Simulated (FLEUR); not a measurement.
# MgB2 (P6/mmm) in FLEUR: a series of runs

Runs on MgB2. Level: Wu-Cohen GGA. Tasks: band structure, equation of state.

Everything below comes from runs of FLEUR MaX-R8.1 (later development tree). Logs are shortened: lines on timing, memory, paths and dates and some standing lists are left out, and cuts for length are marked.

**1. The crystal as given**

The structure is hexagonal, space group P6/mmm (No. 191). Conventional cell: a = 3.085 Å, b = 3.085 Å, c = 3.523 Å, α = 90.00°, β = 90.00°, γ = 120.00°. Mg (site symmetry 6/mmm) is surrounded by 12 B at 2.51 Å. Around B (site symmetry -6m2) lie 3 B at 1.78 Å.

**2. Band structure, Wu-Cohen GGA**

The input, inp.xml:

```xml
<?xml version="1.0" encoding="UTF-8" standalone="no"?>
<fleurInput fleurInputVersion="0.39">
   <comment>
      MgB2                                                                                                
   </comment>
   <calculationSetup>
      <cutoffs Kmax="4.62" Gmax="14.3" GmaxXC="14.3" numbands="0"/>
      <scfLoop itmax="60" minDistance="0.00001" maxIterBroyd="15" imix="Anderson" alpha="0.05" precondParam="0.0" spinf="2.0" sdNocoIR="T"/>
      <coreElectrons ctail="T" frcor="F" kcrel="0" coretail_lmax="0"/>
      <xcFunctional name="wc" relativisticCorrections="F"/>
      <magnetism jspins="1"/>
      <soc l_soc="F" theta="0.0" phi="0.0" spav="F"/>
      <expertModes spex="0" secvar="F"/>
      <geometryOptimization l_f="F" forcealpha="1.0" forcemix="BFGS" epsdisp="0.00001" epsforce="0.00001"/>
      <ldaU l_linMix="F" mixParam="0.05" spinf="1.0"/>
   </calculationSetup>
   <cell>
      <bzIntegration valenceElectrons="16.0" mode="hist" fermiSmearingEnergy="0.00183747">
         <kPointListSelection listName="default-1"/>
         <!-- k-points included here -->
         <xi:include xmlns:xi="http://www.w3.org/2001/XInclude" href="kpts.xml"> </xi:include>
      </bzIntegration>
      <!-- symmetry operations included here -->
      <xi:include xmlns:xi="http://www.w3.org/2001/XInclude" href="sym.xml"> </xi:include>
      <bulkLattice scale="1.0">
[... 30 lines left out ...]
         </electronConfig>
         <energyParameters s="2" p="2" d="3" f="4"/>
         <lo type="SCLO" l="0" n="2" eDeriv="2"/>
         <lo type="SCLO" l="1" n="2" eDeriv="2"/>
         <lo type="SCLO" l="2" n="3" eDeriv="2"/>
      </species>
   </atomSpecies>
   <atomGroups>
      <atomGroup species="Magnesium (Mg)">
         <relPos label="                   1">.0000000000 .0000000000 .0000000000</relPos>
         <force calculate="T" relaxXYZ="TTT"/>
      </atomGroup>
      <atomGroup species="Boron (B)">
         <relPos label="                   2">-1.000/3.000 1.000/3.000 1.000/2.000</relPos>
         <relPos label="                   3">1.000/3.000 -1.000/3.000 1.000/2.000</relPos>
         <force calculate="T" relaxXYZ="TTT"/>
      </atomGroup>
   </atomGroups>
   <output dos="F" band="F" slice="F">
      <checks vchk="F" cdinf="F"/>
      <bandDOS minEnergy="-.5*Htr" maxEnergy="0.5*Htr" sigma="0.015" storeEVData="T"/>
      <vacuumDOS vacdos="F" integ="F" star="F" nstars="0" locx1="0.0" locy1="0.0" locx2="0.0" locy2="0.0" nstm="0" tworkf="0.0"/>
      <unfoldingBand unfoldBand="F" supercellX="1" supercellY="1" supercellZ="1"/>
      <plotting iplot="0" polar="F">
         <plot TwoD="T" vec1="  1.0  0.0  0.0" vec2="  0.0  1.0  0.0" vec3="  0.0  0.0  1.0" zero="  0.0  0.0  0.0" file="plot"/>
      </plotting>
      <chargeDensitySlicing numkpt="0" minEigenval="0.0" maxEigenval="0.0" nnne="0" pallst="F"/>
      <specialOutput eonly="F"/>
      <moessbauerParams electricFieldGradient="T" isomerShift="T" coreHyperfine="T" valenceHyperfine="T"/>
      <magneticCircularDichroism mcd="F" energyLo="-10.0" energyUp="0.0"/>
   </output>
  <!-- We include the file relax.xml here to enable relaxations (see documentation) -->
  <xi:include xmlns:xi="http://www.w3.org/2001/XInclude" href="relax.xml"> <xi:fallback/> </xi:include>
</fleurInput>
```

The input, crystal.txt:

```
MgB2
&input cartesian=F /
3.0850000000  0.0000000000  0.0000000000
-1.5425000000  2.6716883707  0.0000000000
0.0000000000  0.0000000000  3.5230000000
1.8897261246
1.0 1.0 1.0

3
12 0.0000000000  0.0000000000  0.0000000000
5 0.6666666667  0.3333333333  0.5000000000
5 0.3333333333  0.6666666667  0.5000000000

&kpt div1=10 div2=10 div3=8 gamma=T /
```

The input, inp.xml (bands):

```
<?xml version="1.0" encoding="UTF-8" standalone="no"?>
<fleurInput fleurInputVersion="0.39">
   <comment>
      MgB2                                                                                                
   </comment>
   <calculationSetup>
      <cutoffs Kmax="4.62" Gmax="14.3" GmaxXC="14.3" numbands="0"/>
      <scfLoop itmax="60" minDistance="0.00001" maxIterBroyd="15" imix="Anderson" alpha="0.05" precondParam="0.0" spinf="2.0" sdNocoIR="T"/>
      <coreElectrons ctail="T" frcor="F" kcrel="0" coretail_lmax="0"/>
      <xcFunctional name="wc" relativisticCorrections="F"/>
      <magnetism jspins="1"/>
      <soc l_soc="F" theta="0.0" phi="0.0" spav="F"/>
      <expertModes spex="0" secvar="F"/>
      <geometryOptimization l_f="F" forcealpha="1.0" forcemix="BFGS" epsdisp="0.00001" epsforce="0.00001"/>
      <ldaU l_linMix="F" mixParam="0.05" spinf="1.0"/>
   </calculationSetup>
   <cell>
      <bzIntegration valenceElectrons="16.0" mode="hist" fermiSmearingEnergy="0.00183747">
         <kPointListSelection listName="path-1"/>
         <!-- k-points included here -->
         <xi:include xmlns:xi="http://www.w3.org/2001/XInclude" href="kpts.xml"> </xi:include>
      </bzIntegration>
      <!-- symmetry operations included here -->
      <xi:include xmlns:xi="http://www.w3.org/2001/XInclude" href="sym.xml"> </xi:include>
      <bulkLattice scale="1.0">
[... 30 lines left out ...]
         </electronConfig>
         <energyParameters s="2" p="2" d="3" f="4"/>
         <lo type="SCLO" l="0" n="2" eDeriv="2"/>
         <lo type="SCLO" l="1" n="2" eDeriv="2"/>
         <lo type="SCLO" l="2" n="3" eDeriv="2"/>
      </species>
   </atomSpecies>
   <atomGroups>
      <atomGroup species="Magnesium (Mg)">
         <relPos label="                   1">.0000000000 .0000000000 .0000000000</relPos>
         <force calculate="T" relaxXYZ="TTT"/>
      </atomGroup>
      <atomGroup species="Boron (B)">
         <relPos label="                   2">-1.000/3.000 1.000/3.000 1.000/2.000</relPos>
         <relPos label="                   3">1.000/3.000 -1.000/3.000 1.000/2.000</relPos>
         <force calculate="T" relaxXYZ="TTT"/>
      </atomGroup>
   </atomGroups>
   <output dos="F" band="T" slice="F">
      <checks vchk="F" cdinf="F"/>
      <bandDOS minEnergy="-.5*Htr" maxEnergy="0.5*Htr" sigma="0.015" storeEVData="T"/>
      <vacuumDOS vacdos="F" integ="F" star="F" nstars="0" locx1="0.0" locy1="0.0" locx2="0.0" locy2="0.0" nstm="0" tworkf="0.0"/>
      <unfoldingBand unfoldBand="F" supercellX="1" supercellY="1" supercellZ="1"/>
      <plotting iplot="0" polar="F">
         <plot TwoD="T" vec1="  1.0  0.0  0.0" vec2="  0.0  1.0  0.0" vec3="  0.0  0.0  1.0" zero="  0.0  0.0  0.0" file="plot"/>
      </plotting>
      <chargeDensitySlicing numkpt="0" minEigenval="0.0" maxEigenval="0.0" nnne="0" pallst="F"/>
      <specialOutput eonly="F"/>
      <moessbauerParams electricFieldGradient="T" isomerShift="T" coreHyperfine="T" valenceHyperfine="T"/>
      <magneticCircularDichroism mcd="F" energyLo="-10.0" energyUp="0.0"/>
   </output>
  <!-- We include the file relax.xml here to enable relaxations (see documentation) -->
  <xi:include xmlns:xi="http://www.w3.org/2001/XInclude" href="relax.xml"> <xi:fallback/> </xi:include>
</fleurInput>
```

Potentials or basis: all-electron, FLAPW.

Launch:

```
inpgen -f crystal.txt -profile fastHighL
# inp.xml edited to the form shown
fleur_MPI
fleur_MPI   # second run, on inp.xml (bands)
```

Output:

```text
Welcome to FLEUR        (www.flapw.de)
      MaX-Release 8.1          (www.max-centre.eu)

 ========== k-point set info ==========
 Selected k-point list: default-1
 k-point list type: mesh
 10 x 10 x 8
 Number of k points: 70

 ------------Calculation Setup---------------------------
 Number of MPI-tasks      :            1
 Number of PE/node        :            1
 Number of OMP-threads    :            1
 Most efficient MPI parallelization for:
           1           2           5           7          10          14          35          70
 Additional eigenvalue parallelization possible
 Number of basis functions:          445
 Approximate size of matrices (H+S) per k-point:         0.003 GB
 --------------------------------------------------------
 Iteration:     1   Distance:      15.79276717 me/bohr^3
 Iteration:     2   Distance:      14.59357387 me/bohr^3
 Iteration:     3   Distance:       5.01899035 me/bohr^3
 Iteration:     4   Distance:       4.63317633 me/bohr^3
 Iteration:     5   Distance:       0.71846423 me/bohr^3
 Iteration:     6   Distance:       0.60234130 me/bohr^3
 Iteration:     7   Distance:       0.16701446 me/bohr^3
 Iteration:     8   Distance:       0.05216457 me/bohr^3
 Iteration:     9   Distance:       0.00593386 me/bohr^3
 Iteration:    10   Distance:       0.00528420 me/bohr^3
 Iteration:    11   Distance:       0.00084301 me/bohr^3
 Iteration:    12   Distance:       0.00003935 me/bohr^3
 Iteration:    13   Distance:       0.00003974 me/bohr^3
 Iteration:    14   Distance:       0.00000134 me/bohr^3

 ********************************************************************
 Run finished successfully
 Stop message:
   all done
 ********************************************************************
```

output (bands):

```text
Welcome to FLEUR        (www.flapw.de)
      MaX-Release 8.1          (www.max-centre.eu)

 ========== k-point set info ==========
 Selected k-point list: path-1
 k-point list type: path
 Number of k points: 60

 ------------Calculation Setup---------------------------
 Number of MPI-tasks      :            1
 Number of PE/node        :            1
 Number of OMP-threads    :            1
 Most efficient MPI parallelization for:
           1           2           3           4           5           6          10          12          15          20          30          60
 Additional eigenvalue parallelization possible
 Number of basis functions:          447
 Approximate size of matrices (H+S) per k-point:         0.003 GB
 --------------------------------------------------------
 Fermi energy correction for metals:
 Fermi energy in bands.* files may not be consistent with last density.
 Please correct it manually (e.g. in band.gnu file).

 Note: Band structure data (together with different weights) is also stored in the banddos.hdf file.
       A convenient way of extracting and plotting the data from that file is by making use of the

 ********************************************************************
 Run finished successfully
 Stop message:
   Charge density postprocessing done.
 ********************************************************************
```

out.xml (last iteration):

```text
<iteration numberForCurrentRun="   14" overallNumber="   14">
         <energyParameters units="Htr">
            <atomicEP atomType="1" spin="1" branch="3s" branchLowest="-2.48" branchHighest="1.08" value="0.1566809127"/>
            <atomicEP atomType="1" spin="1" branch="2p" branchLowest="-9.99" branchHighest="-1.27" value="-1.2689309591"/>
            <atomicEP atomType="1" spin="1" branch="3d" branchLowest="-9.99" branchHighest="1.72" value="0.4394388128"/>
            <atomicEP atomType="1" spin="1" branch="4f" branchLowest="-9.99" branchHighest="3.05" value="0.6033246508"/>
            <loAtomicEP atomType="1" spin="1" branch="2s" branchLowest="-45.80" branchHighest="-2.48" value="-2.4860733585"/>
            <heloAtomicEP atomType="1" spin="1" branch="3p" branchLowest="0.96" branchHighest="0.96" value="0.9567816853"/>
            <heloAtomicEP atomType="1" spin="1" branch="3p" branchLowest="0.96" branchHighest="0.96" value="0.9567816853"/>
            <loAtomicEP atomType="1" spin="1" branch="3d" branchLowest="-9.99" branchHighest="1.72" value="0.4394391739"/>
            <loAtomicEP atomType="1" spin="1" branch="4f" branchLowest="-9.99" branchHighest="3.05" value="0.6033274059"/>
            <atomicEP atomType="2" spin="1" branch="2s" branchLowest="-6.04" branchHighest="2.35" value="-0.1243023586"/>
            <atomicEP atomType="2" spin="1" branch="2p" branchLowest="-9.99" branchHighest="1.95" value="0.0396419999"/>
            <atomicEP atomType="2" spin="1" branch="3d" branchLowest="-9.99" branchHighest="5.33" value="0.2454580676"/>
            <atomicEP atomType="2" spin="1" branch="4f" branchLowest="-9.99" branchHighest="8.80" value="0.4055975158"/>
            <loAtomicEP atomType="2" spin="1" branch="2s" branchLowest="-6.04" branchHighest="2.35" value="-0.1243023586"/>
            <loAtomicEP atomType="2" spin="1" branch="2p" branchLowest="-9.99" branchHighest="1.95" value="0.0396331017"/>
            <loAtomicEP atomType="2" spin="1" branch="3d" branchLowest="-9.99" branchHighest="5.33" value="0.2454591008"/>
         </energyParameters>
         <eigenvalues>
            <eigenvaluesAt spin="1" ikpt="1" k_x="0.00000000" k_y="0.00000000" k_z="0.00000000">
                      -2.4861776297       -1.2722356056       -1.2722356056       -1.2717437175       -0.1866873170
                       0.1611748346        0.2822342455        0.2822342455        0.3287731482        0.4998718982
                       0.4998718982        0.5658925227        0.6335583010
            </eigenvaluesAt>
            <eigenvaluesAt spin="1" ikpt="2" k_x="0.00000000" k_y="0.00000000" k_z="0.12500000">
                      -2.4861762805       -1.2722327786       -1.2722327786       -1.2717834898       -0.1817401194
                       0.1255234060        0.2841206219        0.2841206219        0.3760137094        0.5015313340
                       0.5015313340        0.5650736207        0.6331757316
            </eigenvaluesAt>
            <eigenvaluesAt spin="1" ikpt="3" k_x="0.00000000" k_y="0.00000000" k_z="0.25000000">
                      -2.4861730096       -1.2722259459       -1.2722259459       -1.2718794838       -0.1678739842
                       0.0660460185        0.2888620813        0.2888620813        0.4698829932        0.5057435631
                       0.5057435631        0.5630996207        0.6322702102
            </eigenvaluesAt>
[... 13 lines left out ...]
            </mtCharges>
            <spinDependentCharge spin="1" total="16.0000000" interstitial="3.6539964" mtSpheres="12.3460036"/>
            <totalCharge value="16.0000000000"/>
         </valenceDensity>
         <coreStates atomType="     1" atomicNumber=" 12" spin="1" kinEnergy="    134.7898884507" eigValSum="    -91.6012177586" lostElectrons=" 0.000000">
            <state n="1" l="0" j="0.5" energy="-45.8006088793" weight="1.0000000000"/>
         </coreStates>
         <coreStates atomType="     2" atomicNumber="  5" spin="1" kinEnergy="     21.6130519041" eigValSum="    -12.0830431958" lostElectrons=" 0.000366">
            <state n="1" l="0" j="0.5" energy="-6.0415215979" weight="1.0000000000"/>
         </coreStates>
         <allElectronCharges>
            <spinDependentCharge spin="1" total="22.0000000" interstitial="3.6547215" mtSpheres="18.3452785"/>
            <totalCharge value="21.9999999962"/>
         </allElectronCharges>
         <moessbauerParams unitsHFF="kG" unitsIS="e/bohr^3" unitsEFG="Htr/bohr^2">
            <coreIsomerShift atomType="1" isTotal="1086.68350">
               <shell n="1" l="0" isomerShift="1086.68350"/>
            </coreIsomerShift>
            <coreIsomerShift atomType="2" isTotal="69.71969">
               <shell n="1" l="0" isomerShift="69.71969"/>
            </coreIsomerShift>
            <isomerShift atomType="1" nucleusRadius="0.0000684" averageDensity="1157.90902"/>
            <isomerShift atomType="2" nucleusRadius="0.0000522" averageDensity="71.83816"/>
            <electricFieldGradient atomType="1" VXX="0.01173" VYY="0.01173" VZZ="-0.02345" asymParam="0.00000">
            </electricFieldGradient>
            <electricFieldGradient atomType="2" VXX="-0.09923" VYY="-0.09923" VZZ="0.19846" asymParam="0.00000">
            </electricFieldGradient>
         </moessbauerParams>
         <totalEnergy                                    value="     -249.7329137736" units="Htr">
            <sumOfEigenvalues                            value="     -127.6663901184">
               <coreElectrons value="-115.7673041502"/>
               <valenceElectrons value="-11.8990859682"/>
            </sumOfEigenvalues>
            <densityCoulombPotentialIntegral value="-345.7879570772"/>
            <densityEffectivePotentialIntegral value="-377.3482479555"/>
            <chargeDenXCDenIntegral value="-24.3187272430"/>
            <FockExchangeEnergyValence value="0.0000000000"/>
            <FockExchangeEnergyCore value="0.0000000000"/>
            <atomTypeDependentContributions atomType="1">
               <electronNucleiInteractionDifferentMTs value="239.7941007655"/>
               <MadelungTerm value="-2.9362631004"/>
            </atomTypeDependentContributions>
            <atomTypeDependentContributions atomType="2">
               <electronNucleiInteractionDifferentMTs value="54.1460876148"/>
               <MadelungTerm value="-5.3256143484"/>
            </atomTypeDependentContributions>
            <tkbTimesEntropy value="0.0002258211"/>
            <freeEnergy value="-249.7331395947"/>
            <extrapolationTo0K value="-249.7330266841"/>
         </totalEnergy>
         <densityConvergence units="me/bohr^3">
            <chargeDensity spin="1" distance="0.0000013447"/>
         </densityConvergence>
      </iteration>
```

It took 34 s on 1 thread of Intel Xeon 6975P-C (Granite Rapids), shared host; peak memory 0.08 GiB.

What came out:

```yaml
Free_energy: -6795.5849 eV
Band_gap_along_the_path: none (metal or under the smearing width)
Valence_electrons_inside_the_program's_atomic_spheres: Mg 9.43; B 1.46 (radii Mg 2.66, B 1.56 bohr)
```

Levels at the corners of the path, in eV from the Fermi level:
| point | band 5 | band 6 | band 7 | band 8 | band 9 | band 10 | band 11 | band 12 |
| --- | --- | --- | --- | --- | --- | --- | --- | --- |
| Γ | -12.43 | -2.97 | 0.33 | 0.33 | 1.59 | 6.25 | 6.25 | 8.04 |
| M | -8.54 | -7.86 | -2.21 | 0.18 | 3.03 | 3.81 | 5.25 | 7.04 |
| K | -7.28 | -7.28 | -5.90 | 1.76 | 1.76 | 6.10 | 6.10 | 8.70 |
| Γ | -12.43 | -2.97 | 0.33 | 0.33 | 1.59 | 6.25 | 6.25 | 8.04 |
| A | -11.14 | -7.47 | 0.70 | 0.70 | 6.59 | 6.59 | 7.89 | 9.82 |
| L | -7.57 | -6.94 | -3.60 | -1.91 | -1.35 | 5.64 | 8.71 | 8.82 |
| H | -6.38 | -6.38 | -5.22 | -2.05 | -2.05 | 3.49 | 11.53 | 11.84 |
| A | -11.14 | -7.47 | 0.70 | 0.70 | 6.59 | 6.59 | 7.89 | 9.82 |
| L | -7.57 | -6.94 | -3.60 | -1.91 | -1.35 | 5.64 | 8.71 | 8.82 |
| M | -8.54 | -7.86 | -2.21 | 0.18 | 3.03 | 3.81 | 5.25 | 7.04 |
| K | -7.28 | -7.28 | -5.90 | 1.76 | 1.76 | 6.10 | 6.10 | 8.70 |
| H | -6.38 | -6.38 | -5.22 | -2.05 | -2.05 | 3.49 | 11.53 | 11.84 |

Core levels (eV from the Fermi level):
| atom | levels |
| --- | --- |
| 1 Mg | 1s1/2 -1253.7 |
| 2 B | 1s1/2 -171.8 |
| 3 B | 1s1/2 -171.8 |

**3. Equation of state, Wu-Cohen GGA, 9.10 Å³/atom (volume scaled by 0.94)**

Changes to inp.xml since step 2:

```diff
@@ -6,3 +6,3 @@
    <calculationSetup>
-      <cutoffs Kmax="4.62" Gmax="14.3" GmaxXC="14.3" numbands="0"/>
+      <cutoffs Kmax="4.77" Gmax="14.8" GmaxXC="14.8" numbands="0"/>
       <scfLoop itmax="60" minDistance="0.00001" maxIterBroyd="15" imix="Anderson" alpha="0.05" precondParam="0.0" spinf="2.0" sdNocoIR="T"/>
@@ -24,3 +24,3 @@
       <xi:include xmlns:xi="http://www.w3.org/2001/XInclude" href="sym.xml"> </xi:include>
-      <bulkLattice scale="1.0">
+      <bulkLattice scale="0.9795861087">
          <bravaisMatrix>
@@ -48,3 +48,3 @@
       <species name="Boron (B)" element="B" atomicNumber="5">
-         <mtSphere radius="1.56" gridPoints="517" logIncrement="0.02"/>
+         <mtSphere radius="1.51" gridPoints="517" logIncrement="0.02"/>
          <atomicCutoffs lmax="8" lnonsphr="6"/>
```

Potentials or basis: all-electron, FLAPW.

Launch:

```
inpgen -f crystal.txt -profile fastHighL
# inp.xml edited to the form shown
fleur_MPI
```

Run time: 31 s. Hardware: 1 thread of Intel Xeon 6975P-C (Granite Rapids), shared host; peak memory 0.08 GiB.

The run converged. Its results:

```
Free energy                                           : -6795.5629 eV
Band gap on the k mesh                                : none (metal or under the smearing width)
Valence electrons inside the program's atomic spheres : Mg 9.58; B 1.39 (radii Mg 2.66, B 1.51 bohr)
```

**4. Equation of state, Wu-Cohen GGA, 9.29 Å³/atom (volume scaled by 0.96)**

Changes to inp.xml since step 3:

```diff
@@ -24,3 +24,3 @@
       <xi:include xmlns:xi="http://www.w3.org/2001/XInclude" href="sym.xml"> </xi:include>
-      <bulkLattice scale="0.9795861087">
+      <bulkLattice scale="0.9864848297">
          <bravaisMatrix>
```

Launch:

```
inpgen -f crystal.txt -profile fastHighL
# inp.xml edited to the form shown
fleur_MPI
```

Wall time 33 s (1 thread of Intel Xeon 6975P-C (Granite Rapids), shared host); peak memory 0.08 GiB.

Results (log left out):

```yaml
Free_energy: -6795.5823 eV
Band_gap_on_the_k_mesh: none (metal or under the smearing width)
Valence_electrons_inside_the_program's_atomic_spheres: Mg 9.53; B 1.37 (radii Mg 2.66, B 1.51 bohr)
```

(Continued in part 2 of 2.)
